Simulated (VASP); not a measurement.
# Na2S (Fm-3m) in VASP: notebook, part 2 of 2

VASP 6.6.1. The steps go on from the part before.

## (3) Single point, PBEsol

Contents of INCAR:

```
PREC = Accurate
ENCUT = 520
EDIFF = 1E-6
ISMEAR = 0
SIGMA = 0.02
LREAL = False
LASPH = True
NELM = 60
ALGO = Normal
ISIF = 2
LWAVE = False
LCHARG = True
GGA = PS
LELF = True
LVHAR = True
NBANDS = 17
```

Contents of KPOINTS:

```
Automatic mesh
0
Gamma
  12 12 12
```

Contents of POSCAR:

```
Na2S
1.0
    0.0000000000      3.2516400000      3.2516400000
    3.2516400000      0.0000000000      3.2516400000
    3.2516400000      3.2516400000      0.0000000000
Na S
2 1
Direct
    0.2500000000      0.2500000000      0.2500000000
    0.7500000000      0.7500000000      0.7500000000
    0.0000000000      0.0000000000      1.0000000000
```

Potentials or basis: VASP PAW PBE potentials, release 64 (Na_pv, S).

The run is started by

```console
$ cat potpaw_PBE.64/Na_pv/POTCAR potpaw_PBE.64/S/POTCAR > POTCAR
$ mpirun -np 1 vasp_std > vasp.out
```

It took 47 s on 1 thread of Intel Xeon Platinum 8488C (Sapphire Rapids), shared host; peak memory 0.23 GiB.

The run converged. Its results:

| Item | Value |
| --- | --- |
| Free energy | -10.3751 eV |
| Pressure | 0.1 GPa |
| Band gap on the k mesh | 2.42 eV, direct |

Levels at points of the mesh, in eV from the valence-band top:
```
           k point  band 8  band 9  band 10  band 11  band 12  band 13
(0.00, 0.00, 0.00)    0.00    0.00     0.00     2.42     7.72     7.72
(0.50, 0.00, 0.00)   -1.71   -0.14    -0.14     4.78     6.38     7.10
(0.50, 0.50, 0.00)   -1.52   -0.47    -0.47     3.71     6.00     8.54
```

Caveat: the PAW data sets were made with another functional, which shifts forces and pressure a little. A k mesh can miss the band edges.

## (4) Single point, PBEsol

Changes to INCAR since step 3:

```diff
@@ -4,3 +4,3 @@
 ISMEAR = 0
-SIGMA = 0.02
+SIGMA = 0.5
 LREAL = False
```

Contents of KPOINTS:

```
Automatic mesh
0
Gamma
  8 8 8
```

POSCAR is that of step 3.

The run is started by

```console
$ cat potpaw_PBE.64/Na_pv/POTCAR potpaw_PBE.64/S/POTCAR > POTCAR
$ mpirun -np 1 vasp_std > vasp.out
```

It took 31 s on 1 thread of Intel Xeon Platinum 8488C (Sapphire Rapids), shared host; peak memory 0.2 GiB.

The run converged. Its results:

| Quantity | Value |
| --- | --- |
| Free energy | -10.3751 eV |
| Pressure | 0.0 GPa |
| Band gap on the k mesh | 2.42 eV, direct |

Levels at points of the mesh, in eV from the valence-band top:
```tsv
k point	band 6	band 7	band 8	band 9	band 10	band 11	band 12	band 13	band 14	band 15
(0.00, 0.00, 0.00)	-21.97	-10.15	0.00	0.00	0.00	2.42	7.72	7.72	7.72	9.34
(0.50, 0.00, 0.00)	-22.00	-9.89	-1.71	-0.14	-0.14	4.78	6.38	7.10	7.10	11.26
(0.50, 0.50, 0.00)	-21.96	-9.81	-1.52	-0.47	-0.47	3.70	6.00	8.54	9.77	9.77
```

Caveat: the PAW data sets were made with another functional, which shifts forces and pressure a little.

## (5) Single point, PBEsol

Changes to INCAR since step 4:

```diff
@@ -1,6 +1,6 @@
 PREC = Accurate
-ENCUT = 520
+ENCUT = 900
 EDIFF = 1E-6
 ISMEAR = 0
-SIGMA = 0.5
+SIGMA = 0.02
 LREAL = False
```

KPOINTS is that of step 4.

POSCAR is that of step 4.

Potentials or basis: VASP PAW PBE potentials, release 64 (Na_pv, S_h).

The run is started by

```console
$ cat potpaw_PBE.64/Na_pv/POTCAR potpaw_PBE.64/S_h/POTCAR > POTCAR
$ mpirun -np 1 vasp_std > vasp.out
```

OUTCAR:

```text
PREC = Accurate
   ENCUT = 900
   EDIFF = 1E-6
   ISMEAR = 0
   LREAL = False
   LASPH = True
   NELM = 60
   ISIF = 2
   GGA = PS

 ion  position               nearest neighbor table
   1  0.250  0.250  0.250-
   2  0.750  0.750  0.750-
   3  0.000  0.000  0.000-

  LATTYP: Found a face centered cubic cell.
 ALAT       =     6.5032800000

  Lattice vectors:

[... 669 lines left out ...]
 [... further k-points ...]

------------------------ aborting loop because EDIFF is reached ----------------------------------------

  FORCE on cell =-STRESS in cart. coord.  units (eV):
  Direction    XX          YY          ZZ          XY          YZ          ZX
  --------------------------------------------------------------------------------------
  -------------------------------------------------------------------------------------
  Total        0.0218355      0.0218355      0.0218355     -0.0000000     -0.0000000      0.0000000
  in kB        0.5087877      0.5087877      0.5087877     -0.0000000     -0.0000000      0.0000000
  external PRESSURE =       0.5087877 kB  Pullay stress =       0.0000000 kB

 VOLUME and BASIS-vectors are now :
 -----------------------------------------------------------------------------
  energy-cutoff  :      900.00
  volume of cell :       68.76
      direct lattice vectors                 reciprocal lattice vectors
     0.000000000  3.251640000  3.251640000    -0.153768560  0.153768560  0.153768560
     3.251640000  0.000000000  3.251640000     0.153768560 -0.153768560  0.153768560
     3.251640000  3.251640000  0.000000000     0.153768560  0.153768560 -0.153768560

 POSITION                                       TOTAL-FORCE (eV/Angst)
 -----------------------------------------------------------------------------------
      1.62582      1.62582      1.62582         0.000000      0.000000     -0.000000
      4.87746      4.87746      4.87746        -0.000000     -0.000000      0.000000
      0.00000      0.00000      0.00000        -0.000000     -0.000000     -0.000000
 -----------------------------------------------------------------------------------
    total drift:                               -0.000000     -0.000000      0.000000

  FREE ENERGIE OF THE ION-ELECTRON SYSTEM (eV)
  ---------------------------------------------------
  free  energy   TOTEN  =       -10.3787682481 eV

  energy  without entropy=      -10.3787682481  energy(sigma->0) =      -10.37876825
```

stdout:

```text
POSCAR found type information on POSCAR NaS
 POSCAR found :  2 types and       3 ions
 scaLAPACK will be used
 -----------------------------------------------------------------------------
|                                                                             |
|                                                                             |
|     You enforced a specific xc type in the INCAR file but a different       |
|     I HOPE YOU KNOW WHAT YOU ARE DOING!                                     |
|                                                                             |
 -----------------------------------------------------------------------------

 LDA part: xc-table for (Slater+PW92), standard interpolation
 POSCAR, INCAR and KPOINTS ok, starting setup
 FFT: planning ... GRIDC
 FFT: planning ... GRID_SOFT
 FFT: planning ... GRID
 WAVECAR not read
 entering main loop
```

It took 60 s on 1 thread of Intel Xeon Platinum 8488C (Sapphire Rapids), shared host; peak memory 0.32 GiB.

What came out:

- Free energy: -10.3788 eV
- Pressure: 0.1 GPa
- Band gap on the k mesh: 2.42 eV, direct

Caveat: the PAW data sets were made with another functional, which shifts forces and pressure a little.

## (6) Single point, r2SCAN

Changes to INCAR since step 5:

```diff
@@ -1,3 +1,3 @@
 PREC = Accurate
-ENCUT = 900
+ENCUT = 520
 EDIFF = 1E-6
@@ -12,3 +12,4 @@
 LCHARG = True
-GGA = PS
+METAGGA = R2SCAN
+LMIXTAU = True
 LELF = True
```

KPOINTS is that of step 5.

POSCAR is that of step 5.

Potentials or basis: VASP PAW PBE potentials, release 64 (Na_pv, S).

The run is started by

```console
$ cat potpaw_PBE.64/Na_pv/POTCAR potpaw_PBE.64/S/POTCAR > POTCAR
$ mpirun -np 1 vasp_std > vasp.out
```

Run time: 1.9 min. Hardware: 1 thread of Intel Xeon Platinum 8488C (Sapphire Rapids), shared host; peak memory 0.21 GiB.

Results (log left out):

```yaml
Free_energy: -18.9663 eV
Pressure: 0.0 GPa
Band_gap_on_the_k_mesh: 3.13 eV, direct
```

Levels at points of the mesh, in eV from the valence-band top:
```
           k point  band 8  band 9  band 10  band 11  band 12  band 13
(0.00, 0.00, 0.00)    0.00    0.00     0.00     3.13     8.48     8.48
(0.50, 0.00, 0.00)   -1.63   -0.13    -0.13     5.58     7.00     7.70
(0.50, 0.50, 0.00)   -1.44   -0.45    -0.45     4.20     6.79     9.46
```

Caveat: the PAW data sets were made with another functional, which shifts forces and pressure a little. r2SCAN opens gaps a little over a GGA but as a rule still falls short of measured ones.

## (7) The runs side by side

| level | potentials or basis | k mesh | cutoff (eV) | smearing | gap on the mesh (eV) | pressure (GPa) |
| --- | --- | --- | --- | --- | --- | --- |
| PBEsol | VASP PAW PBE potentials, release 64 (Na_pv, S) | 8 × 8 × 8 | 700 | gaussian 0.02 eV | 2.42 | 0.0 |
| PBEsol | VASP PAW PBE potentials, release 64 (Na_pv, S) | 12 × 12 × 12 | 520 | gaussian 0.02 eV | 2.42 | 0.1 |
| PBEsol | VASP PAW PBE potentials, release 64 (Na_pv, S) | 8 × 8 × 8 | 520 | gaussian 0.5 eV | 2.42 | 0.0 |
| PBEsol | VASP PAW PBE potentials, release 64 (Na_pv, S_h) | 8 × 8 × 8 | 900 | gaussian 0.02 eV | 2.42 | 0.1 |
| r2SCAN | VASP PAW PBE potentials, release 64 (Na_pv, S) | 8 × 8 × 8 | 520 | gaussian 0.02 eV | 3.13 | 0.0 |

Alike in all rows: task single point; no spin polarisation; cell as given.

Caveats: the PAW data sets were made with another functional, which shifts forces and pressure a little.

Absolute energies hang on the potentials; compare differences alone.
